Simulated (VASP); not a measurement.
# Ag (Fm-3m) in VASP: further runs

The runs below take Ag through band structure, with BLYP, PW91, PBE.

All numbers are computed with VASP 6.6.1; they aren't measurements. Logs are shortened: lines on timing, memory, paths and dates and some standing lists are left out, and cuts for length are marked.

### Step 1. The crystal as given

Symmetry: Fm-3m, No. 225, cubic system. Conventional cell: a = 4.085 Å, b = 4.085 Å, c = 4.085 Å, α = 90.00°, β = 90.00°, γ = 90.00°. Around Ag (site symmetry m-3m) lie 12 Ag at 2.89 Å.

### Step 2. Band structure, BLYP

File INCAR:

```
  PREC = Accurate
  ENCUT = 520
  EDIFF = 1E-7
  ISMEAR = -1
  SIGMA = 0.05
  LREAL = False
  LASPH = True
  NELM = 60
  ALGO = Normal
  ISIF = 2
  LWAVE = False
  LCHARG = False
  LMAXMIX = 4
  GGA = B5
  ALDAX = 1.0
  AGGAX = 1.0
  AGGAC = 1.0
  ALDAC = 0.0
  NBANDS = 12
```

File KPOINTS:

```
Automatic mesh
0
Gamma
  11 11 11
```

File POSCAR:

```
Ag
1.0
    0.0000000000      2.0427500000      2.0427500000
    2.0427500000      0.0000000000      2.0427500000
    2.0427500000      2.0427500000      0.0000000000
Ag
1
Direct
    0.0000000000      0.0000000000      0.0000000000
```

File KPOINTS_OPT:

```
path GXWKGLUWLK,UX
15
line-mode
reciprocal
 0.0000000000  0.0000000000  0.0000000000  G
 0.5000000000  0.0000000000  0.5000000000  X

 0.5000000000  0.0000000000  0.5000000000  X
 0.5000000000  0.2500000000  0.7500000000  W

 0.5000000000  0.2500000000  0.7500000000  W
 0.3750000000  0.3750000000  0.7500000000  K

 0.3750000000  0.3750000000  0.7500000000  K
 0.0000000000  0.0000000000  0.0000000000  G

 0.0000000000  0.0000000000  0.0000000000  G
 0.5000000000  0.5000000000  0.5000000000  L

 0.5000000000  0.5000000000  0.5000000000  L
 0.6250000000  0.2500000000  0.6250000000  U

 0.6250000000  0.2500000000  0.6250000000  U
 0.5000000000  0.2500000000  0.7500000000  W

 0.5000000000  0.2500000000  0.7500000000  W
 0.5000000000  0.5000000000  0.5000000000  L

 0.5000000000  0.5000000000  0.5000000000  L
 0.3750000000  0.3750000000  0.7500000000  K

 0.6250000000  0.2500000000  0.6250000000  U
 0.5000000000  0.0000000000  0.5000000000  X
```

Potentials or basis: VASP PAW PBE potentials, release 64 (Ag).

Run with:

```console
cat potpaw_PBE.64/Ag/POTCAR > POTCAR
mpirun -np 1 vasp_std > vasp.out
```

OUTCAR:

```text
PREC = Accurate
   ENCUT = 520
   EDIFF = 1E-7
   ISMEAR = -1
   LREAL = False
   LASPH = True
   NELM = 60
   ISIF = 2
   GGA = B5

 ion  position               nearest neighbor table
   1  0.000  0.000  0.000-

  LATTYP: Found a face centered cubic cell.
 ALAT       =     4.0855000000

  Lattice vectors:

 A1 = (   0.0000000000,   2.0427500000,   2.0427500000)
 A2 = (   2.0427500000,   0.0000000000,   2.0427500000)
 A3 = (   2.0427500000,   2.0427500000,   0.0000000000)

Analysis of symmetry for initial positions (statically):
=====================================================================
 Subroutine PRICEL returns:
 Original cell was already a primitive cell.

 Routine SETGRP: Setting up the symmetry group for a
 face centered cubic supercell.

 Subroutine GETGRP returns: Found 48 space group operations
 (whereof 48 operations were pure point group operations)
 out of a pool of 48 trial point group operations.

The static configuration has the point symmetry O_h .

Analysis of symmetry for dynamics (positions and initial velocities):
=====================================================================
 Subroutine PRICEL returns:
 Original cell was already a primitive cell.

 Routine SETGRP: Setting up the symmetry group for a
 face centered cubic supercell.

 Subroutine GETGRP returns: Found 48 space group operations
 (whereof 48 operations were pure point group operations)
 out of a pool of 48 trial point group operations.

The dynamic configuration has the point symmetry O_h .

 Subroutine INISYM returns: Found 48 space group operations
 (whereof 48 operations are pure point group operations),
 and found     1 'primitive' translations

----------------------------------------------------------------------------------------

                                     Primitive cell

  volume of cell :      17.0481

  direct lattice vectors                    reciprocal lattice vectors
     0.000000000  2.042750000  2.042750000    -0.244768082  0.244768082  0.244768082
     2.042750000  0.000000000  2.042750000     0.244768082 -0.244768082  0.244768082
     2.042750000  2.042750000  0.000000000     0.244768082  0.244768082 -0.244768082

  length of vectors
     2.888884755  2.888884755  2.888884755     0.423950755  0.423950755  0.423950755

  position of ions in fractional coordinates (direct lattice)
     0.000000000  0.000000000  0.000000000

  ion indices of the primitive-cell ions
   primitive index   ion index
                 1           1
[... 80 lines left out ...]
   POTIM  = 0.5000    time-step for ionic-motion
   TEBEG  =    0.0;   TEEND  =   0.0 temperature during run
   PSTRESS=    0.0 pullay stress
   NELECT =      11.0000    total number of electrons
   NUPDOWN=      -1.0000    fix difference up-down
   EMIN   =  10.00;   EMAX   =-10.00  energy-range for DOS
   EFERMI =   0.00;   METHOD = LEGACY
   ISMEAR =    -1;   SIGMA  =   0.05  broadening in eV -4-tet -1-fermi 0-gaus
   EFERMI_NEDOS =   21; number of points for ismear=-14 and -15
   IALGO  =     38    algorithm
   IMIX   =      4    mixing-type and parameters
     AMIX     =   0.40;   BMIX     =  1.00
     AMIX_MAG =   1.60;   BMIX_MAG =  1.00
  volume/ion in A,a.u.               =      17.05       115.05
  Fermi-wavevector in a.u.,A,eV,Ry     =   1.414644  2.673290 27.228221  2.001218
  Thomas-Fermi vector in A             =   2.536165
   LORBIT       =      0    0 simple, 1 ext, 2 COOP (PROOUT), +10 PAW based schemes
   GGA     = B5    functional components
   LHFCALC =     F    Hartree Fock is set to
   AEXX    =    0.0000 exact exchange contribution
   IVDW    =     0    specifies the selected vdW correction
   LEPSILON=     F    determine dielectric tensor
   LRPA    =     F    only Hartree local field effects (RPA)
 non-spin polarized calculation
  energy-cutoff  :      520.00
  volume of cell :       17.05
 maximum number of plane-waves:       477
 NGX is ok and might be reduce to    24
   NGX = 11   NGY = 11   NGZ = 11

 number of electron      10.9999999 magnetization

 Free energy of the ion-electron system (eV)
  ---------------------------------------------------
  ext. energy  EPLUGINS =         0.00000000
  ---------------------------------------------------
  free energy    TOTEN  =        -2.01953869 eV

  energy without entropy =       -2.01594683  energy(sigma->0) =       -2.01774276

 E-fermi :   9.2855     XC(G=0): -11.6293

 val. band max:        8.9162335532   @ k =   0.4545   0.2727   0.0000
 cond. band min:       9.2998611541   @ k =  -0.4545   0.0909   0.0000
 fundamental gap:      0.3836276008
 Fermi energy:         9.2854593463

 k-point     1 :       0.0000    0.0000    0.0000
  band No.  band energies     occupation
      1       1.2558      2.00000
      2       4.0560      2.00000
      3       4.0560      2.00000
      4       4.0560      2.00000
      5       5.0863      2.00000
      6       5.0863      2.00000
      7      25.2521      0.00000
      8      28.6029      0.00000
      9      28.6029      0.00000
     10      28.6029      0.00000
     11      33.9568      0.00000
     12      34.6434      0.00000
[... 331 lines left out ...]
 k-point    24 :      -0.1818    0.1818    0.0000
  band No.  band energies     occupation
      1       3.2407      2.00000
      2       3.6739      2.00000
      3       4.2962      2.00000
      4       4.6714      2.00000
      5       4.7019      2.00000
      6       6.2757      2.00000
      7      20.9532      0.00000
      8      21.3984      0.00000
      9      27.7688      0.00000
     10      29.5494      0.00000
     11      30.0858      0.00000
     12      33.5059      0.00000

 [... further k-points ...]

------------------------ aborting loop because EDIFF is reached ----------------------------------------

  FORCE on cell =-STRESS in cart. coord.  units (eV):
  Direction    XX          YY          ZZ          XY          YZ          ZX
  --------------------------------------------------------------------------------------
  -------------------------------------------------------------------------------------
  Total        1.2882617      1.2882617      1.2882617      0.0000000      0.0000000     -0.0000000
  in kB      121.0706885    121.0706885    121.0706885      0.0000000      0.0000000     -0.0000000
  external PRESSURE =     121.0706885 kB  Pullay stress =       0.0000000 kB

 VOLUME and BASIS-vectors are now :
 -----------------------------------------------------------------------------
  energy-cutoff  :      520.00
  volume of cell :       17.05
      direct lattice vectors                 reciprocal lattice vectors
     0.000000000  2.042750000  2.042750000    -0.244768082  0.244768082  0.244768082
     2.042750000  0.000000000  2.042750000     0.244768082 -0.244768082  0.244768082
     2.042750000  2.042750000  0.000000000     0.244768082  0.244768082 -0.244768082

 POSITION                                       TOTAL-FORCE (eV/Angst)
 -----------------------------------------------------------------------------------
      0.00000      0.00000      0.00000         0.000000      0.000000      0.000000
 -----------------------------------------------------------------------------------
    total drift:                               -0.000000      0.000000     -0.000000

  FREE ENERGIE OF THE ION-ELECTRON SYSTEM (eV)
  ---------------------------------------------------
  free  energy   TOTEN  =        -2.0195386928 eV

  energy  without entropy=       -2.0159468292  energy(sigma->0) =       -2.01774276
```

OSZICAR:

```text
N       E                     dE             d eps       ncg     rms          rms(c)
DAV:   1     0.527364448481E+02    0.52736E+02   -0.54649E+03  1360   0.825E+02
DAV:   2    -0.144201978017E+01   -0.54178E+02   -0.51010E+02  1580   0.193E+02
DAV:   3    -0.228430785306E+01   -0.84229E+00   -0.84188E+00  1576   0.253E+01
[... 27 lines left out ...]
DAV:   8     0.268820083621E+04   -0.11133E-07     1208
       N       E                     dE             ncg
DAV:   1     0.140053926658E+05   -0.15740E+05      928
DAV:   2     0.120960344510E+05   -0.19094E+04     1064
DAV:   3     0.120692544843E+05   -0.26780E+02     1096
DAV:   4     0.120691572541E+05   -0.97230E-01     1064
DAV:   5     0.120691562663E+05   -0.98776E-03     1088
DAV:   6     0.120691562550E+05   -0.11335E-04     1068
DAV:   7     0.120691562548E+05   -0.12793E-06      900
DAV:   8     0.120691562548E+05   -0.70304E-08      756
```

Run time: 14 s. Hardware: 1 thread of Intel Xeon Platinum 8559C (Emerald Rapids), shared host; peak memory 0.15 GiB.

What came out:

```yaml
Free_energy: -2.0195 eV
Pressure: 12.1 GPa
Band_gap_along_the_path: none (metal or under the smearing width)
```

Levels at the corners of the path, in eV from the Fermi level:
```tsv
point	band 1	band 2	band 3	band 4	band 5	band 6	band 7	band 8	band 9	band 10
Γ	-8.03	-5.23	-5.23	-5.23	-4.20	-4.20	15.97	19.32	19.32	19.32
X	-6.81	-6.70	-3.43	-3.18	-3.18	1.37	6.39	10.32	10.32	17.13
X	-6.81	-6.70	-3.43	-3.18	-3.18	1.37	6.39	10.32	10.32	17.13
W	-6.07	-5.47	-5.47	-4.18	-3.18	5.69	5.69	6.52	8.07	22.58
W	-6.07	-5.47	-5.47	-4.18	-3.18	5.69	5.69	6.52	8.07	22.58
K	-6.40	-5.96	-4.48	-3.97	-3.47	4.04	4.93	6.86	12.43	16.76
K	-6.40	-5.96	-4.48	-3.97	-3.47	4.04	4.93	6.86	12.43	16.76
Γ	-8.03	-5.23	-5.23	-5.23	-4.20	-4.20	15.97	19.32	19.32	19.32
Γ	-8.03	-5.23	-5.23	-5.23	-4.20	-4.20	15.97	19.32	19.32	19.32
L	-6.78	-5.25	-5.25	-3.39	-3.39	-0.56	3.21	15.25	17.44	17.44
L	-6.78	-5.25	-5.25	-3.39	-3.39	-0.56	3.21	15.25	17.44	17.44
U	-6.40	-5.96	-4.48	-3.97	-3.47	4.04	4.93	6.86	12.43	16.76
U	-6.40	-5.96	-4.48	-3.97	-3.47	4.04	4.93	6.86	12.43	16.76
W	-6.07	-5.47	-5.47	-4.18	-3.18	5.69	5.69	6.52	8.07	22.58
W	-6.07	-5.47	-5.47	-4.18	-3.18	5.69	5.69	6.52	8.07	22.58
L	-6.78	-5.25	-5.25	-3.39	-3.39	-0.56	3.21	15.25	17.44	17.44
L	-6.78	-5.25	-5.25	-3.39	-3.39	-0.56	3.21	15.25	17.44	17.44
K	-6.40	-5.96	-4.48	-3.97	-3.47	4.04	4.93	6.86	12.43	16.76
U	-6.40	-5.96	-4.48	-3.97	-3.47	4.04	4.93	6.86	12.43	16.76
X	-6.81	-6.70	-3.43	-3.18	-3.18	1.37	6.39	10.32	10.32	17.13
```

Caveat: the PAW data sets were made with another functional, which shifts forces and pressure a little.

### Step 3. Band structure, PW91

POSCAR is that of step 2.

File INCAR.step1:

```
PREC = Accurate
ENCUT = 520
EDIFF = 1E-6
ISMEAR = -1
SIGMA = 0.05
LREAL = F
LASPH = T
NELM = 60
ALGO = Fast
ISIF = 2
LWAVE = F
LCHARG = T
LMAXMIX = 4
GGA = 91
NBANDS = 12
```

File KPOINTS.step1:

```
regular mesh
0
Gamma
  11 11 11
```

File INCAR.step2:

```
PREC = Accurate
ENCUT = 520
EDIFF = 1E-6
ISMEAR = 0
SIGMA = 0.05
LREAL = F
LASPH = T
NELM = 60
ALGO = Fast
ISIF = 2
LWAVE = F
LCHARG = F
LMAXMIX = 4
GGA = 91
NBANDS = 12
ICHARG = 11
```

File KPOINTS.step2:

```
path GXWKGLUWLK,UX
20
line-mode
reciprocal
 0.0000000000  0.0000000000  0.0000000000  G
 0.5000000000  0.0000000000  0.5000000000  X

 0.5000000000  0.0000000000  0.5000000000  X
 0.5000000000  0.2500000000  0.7500000000  W

 0.5000000000  0.2500000000  0.7500000000  W
 0.3750000000  0.3750000000  0.7500000000  K

 0.3750000000  0.3750000000  0.7500000000  K
 0.0000000000  0.0000000000  0.0000000000  G

 0.0000000000  0.0000000000  0.0000000000  G
 0.5000000000  0.5000000000  0.5000000000  L

 0.5000000000  0.5000000000  0.5000000000  L
 0.6250000000  0.2500000000  0.6250000000  U

 0.6250000000  0.2500000000  0.6250000000  U
 0.5000000000  0.2500000000  0.7500000000  W

 0.5000000000  0.2500000000  0.7500000000  W
 0.5000000000  0.5000000000  0.5000000000  L

 0.5000000000  0.5000000000  0.5000000000  L
 0.3750000000  0.3750000000  0.7500000000  K

 0.6250000000  0.2500000000  0.6250000000  U
 0.5000000000  0.0000000000  0.5000000000  X
```

Potentials or basis: VASP PAW PBE potentials, release 64 (Ag).

Run with:

```console
cat potpaw_PBE.64/Ag/POTCAR > POTCAR
cp INCAR.step1 INCAR
cp KPOINTS.step1 KPOINTS
mpirun -np 1 vasp_std > vasp.out
cp INCAR.step2 INCAR
cp KPOINTS.step2 KPOINTS
mpirun -np 1 vasp_std > vasp.out
```

It took 13 s on 1 thread of Intel Xeon Platinum 8559C (Emerald Rapids), shared host; peak memory 0.16 GiB.

It converged, with:

```
Band gap along the path : none (metal or under the smearing width)
```

Levels at the corners of the path, in eV from the Fermi level:
```csv
point,band 1,band 2,band 3,band 4,band 5,band 6,band 7,band 8,band 9,band 10
Γ,-8.02,-5.09,-5.09,-5.09,-4.05,-4.05,15.80,19.34,19.34,19.34
X,-6.72,-6.59,-3.29,-3.05,-3.05,1.35,6.49,10.39,10.39,16.97
X,-6.72,-6.59,-3.29,-3.05,-3.05,1.35,6.49,10.39,10.39,16.97
W,-5.97,-5.36,-5.36,-4.05,-3.05,5.70,5.70,6.72,7.96,22.51
W,-5.97,-5.36,-5.36,-4.05,-3.05,5.70,5.70,6.72,7.96,22.51
K,-6.29,-5.86,-4.37,-3.83,-3.33,4.04,5.00,6.90,12.50,16.61
K,-6.29,-5.86,-4.37,-3.83,-3.33,4.04,5.00,6.90,12.50,16.61
Γ,-8.02,-5.09,-5.09,-5.09,-4.05,-4.05,15.80,19.34,19.34,19.34
Γ,-8.02,-5.09,-5.09,-5.09,-4.05,-4.05,15.80,19.34,19.34,19.34
L,-6.68,-5.11,-5.11,-3.26,-3.26,-0.64,3.34,15.04,17.58,17.58
L,-6.68,-5.11,-5.11,-3.26,-3.26,-0.64,3.34,15.04,17.58,17.58
U,-6.29,-5.86,-4.37,-3.83,-3.33,4.04,5.00,6.90,12.50,16.61
U,-6.29,-5.86,-4.37,-3.83,-3.33,4.04,5.00,6.90,12.50,16.61
W,-5.97,-5.36,-5.36,-4.05,-3.05,5.70,5.70,6.72,7.96,22.51
W,-5.97,-5.36,-5.36,-4.05,-3.05,5.70,5.70,6.72,7.96,22.51
L,-6.68,-5.11,-5.11,-3.26,-3.26,-0.64,3.34,15.04,17.58,17.58
L,-6.68,-5.11,-5.11,-3.26,-3.26,-0.64,3.34,15.04,17.58,17.58
K,-6.29,-5.86,-4.37,-3.83,-3.33,4.04,5.00,6.90,12.50,16.61
U,-6.29,-5.86,-4.37,-3.83,-3.33,4.04,5.00,6.90,12.50,16.61
X,-6.72,-6.59,-3.29,-3.05,-3.05,1.35,6.49,10.39,10.39,16.97
```

Caveat: the log is that of the step along the path at fixed density, whose energy, stress, charges and moments have no meaning; the PAW data sets were made with another functional, which shifts forces and pressure a little.

### Step 4. Band structure, PBE

File INCAR:

```
PREC = Accurate
ENCUT = 500
EDIFF = 1E-6
ISMEAR = -1
SIGMA = 0.05
LREAL = F
LASPH = T
NELM = 80
ALGO = Fast
ISIF = 2
LWAVE = F
LCHARG = F
LMAXMIX = 4
GGA = PE
NBANDS = 12
```

KPOINTS is that of step 2.

POSCAR is that of step 3.

KPOINTS_OPT, as its differences from that of step 2:

```diff
@@ -1,3 +1,3 @@
 path GXWKGLUWLK,UX
-15
+10
 line-mode
```

Run with:

```console
cat potpaw_PBE.64/Ag/POTCAR > POTCAR
mpirun -np 1 vasp_std > vasp.out
```

It took 35 s on 1 thread of AMD EPYC 7R43 (Zen 3), shared host; peak memory 0.12 GiB.

It converged, with:

```
Free energy             : -2.7106 eV
Pressure                : 4.4 GPa
Band gap along the path : none (metal or under the smearing width)
```

Levels at the corners of the path, in eV from the Fermi level:
```tsv
point	band 2	band 3	band 4	band 5	band 6	band 7	band 8	band 9
Γ	-5.06	-5.06	-5.06	-4.03	-4.03	15.78	19.36	19.36
X	-6.56	-3.27	-3.03	-3.03	1.36	6.49	10.42	10.42
X	-6.56	-3.27	-3.03	-3.03	1.36	6.49	10.42	10.42
W	-5.33	-5.33	-4.02	-3.03	5.71	5.71	6.75	7.94
W	-5.33	-5.33	-4.02	-3.03	5.71	5.71	6.75	7.94
K	-5.84	-4.34	-3.81	-3.31	4.04	5.01	6.89	12.52
K	-5.84	-4.34	-3.81	-3.31	4.04	5.01	6.89	12.52
Γ	-5.06	-5.06	-5.06	-4.03	-4.03	15.78	19.36	19.36
Γ	-5.06	-5.06	-5.06	-4.03	-4.03	15.78	19.36	19.36
L	-5.08	-5.08	-3.23	-3.23	-0.65	3.35	15.01	17.63
L	-5.08	-5.08	-3.23	-3.23	-0.65	3.35	15.01	17.63
U	-5.84	-4.34	-3.81	-3.31	4.04	5.01	6.89	12.52
U	-5.84	-4.34	-3.81	-3.31	4.04	5.01	6.89	12.52
W	-5.33	-5.33	-4.02	-3.03	5.71	5.71	6.75	7.94
W	-5.33	-5.33	-4.02	-3.03	5.71	5.71	6.75	7.94
L	-5.08	-5.08	-3.23	-3.23	-0.65	3.35	15.01	17.63
L	-5.08	-5.08	-3.23	-3.23	-0.65	3.35	15.01	17.63
K	-5.84	-4.34	-3.81	-3.31	4.04	5.01	6.89	12.52
U	-5.84	-4.34	-3.81	-3.31	4.04	5.01	6.89	12.52
X	-6.56	-3.27	-3.03	-3.03	1.36	6.49	10.42	10.42
```

### Step 5. Overview

| level | cutoff (eV) | pressure (GPa) |
| --- | --- | --- |
| BLYP | 520 | 12.1 |
| PW91 | 520 | - |
| PBE | 500 | 4.4 |

Alike in all rows: task band structure; potentials or basis VASP PAW PBE potentials, release 64 (Ag); no spin polarisation; cell as given; k mesh 11 × 11 × 11; smearing fermi-dirac 0.05 eV.

Caveats: the PAW data sets were made with another functional, which shifts forces and pressure a little (some runs).

Absolute energies hang on the potentials; compare differences alone.
